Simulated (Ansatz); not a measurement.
LiH in the zincblende structure, relaxed with r2SCAN: 4 runs in Ansatz, each a calculation of independent-particle optics. It is cubic, F-43m (No. 216); conventional cell a = 4.290 Å, 9.87 Å³ an atom. Around Li lie 4 H at 1.86 Å; around H lie 4 Li at 1.86 Å. The structure was generated, not taken from experiment, and needn't be the ground state; spin polarisation is off.

```xyz
2
Lattice="0.0000 2.1451 2.1451 2.1451 0.0000 2.1451 2.1451 2.1451 0.0000" Properties=species:S:1:pos:R:3 pbc="T T T"
Li    0.0000    0.0000    0.0000
H     1.0726    1.0726    1.0726
```

On meshes this coarse, single peaks can be features of the mesh. No local fields, no excitons; the zone sum runs over the cells of the mesh, and ε∞ includes the bands left out of the spectrum. Up to four peaks are listed, those above 15 % of the tallest and inside the complete range; the four can differ from row to row.

```tsv
functional	k mesh	broadening (eV)	scissors (eV)	range (eV)	direct gap on the mesh before scissors (eV)	ε∞ xx	ε∞ yy	ε∞ zz	complete up to (eV)	tallest peaks of mean ε₂ (eV)
PBE	10×10×10	0.1	0.00	0–18	5.27	3.29	3.29	3.29	10.8	5.40 7.45
r2SCAN	10×10×10	0.1	0.00	0–18	5.80	2.98	2.98	2.98	11.5	6.05 8.00
LDA	10×10×10	0.1	0.00	0–18	5.02	3.53	3.53	3.53	10.4	5.15 7.20
```

Task: Estimate from these rows what the further settings give.
```json
{"functional": "PBE", "k mesh": "10×10×10", "broadening (eV)": "0.1", "scissors (eV)": "1.15 (to HSE06)", "range (eV)": "0–18"}
```

Result:

| functional | k mesh | broadening (eV) | scissors (eV) | range (eV) | direct gap on the mesh before scissors (eV) | ε∞ xx | ε∞ yy | ε∞ zz | complete up to (eV) | tallest peaks of mean ε₂ (eV) |
| --- | --- | --- | --- | --- | --- | --- | --- | --- | --- | --- |
| PBE | 10×10×10 | 0.1 | 1.15 (to HSE06) | 0–18 | 5.27 | 2.96 | 2.96 | 2.96 | 11.9 | 6.55 8.60 |

The fundamental gap is indirect (4.23 eV with PBE on 10×10×10); the table holds the direct one.
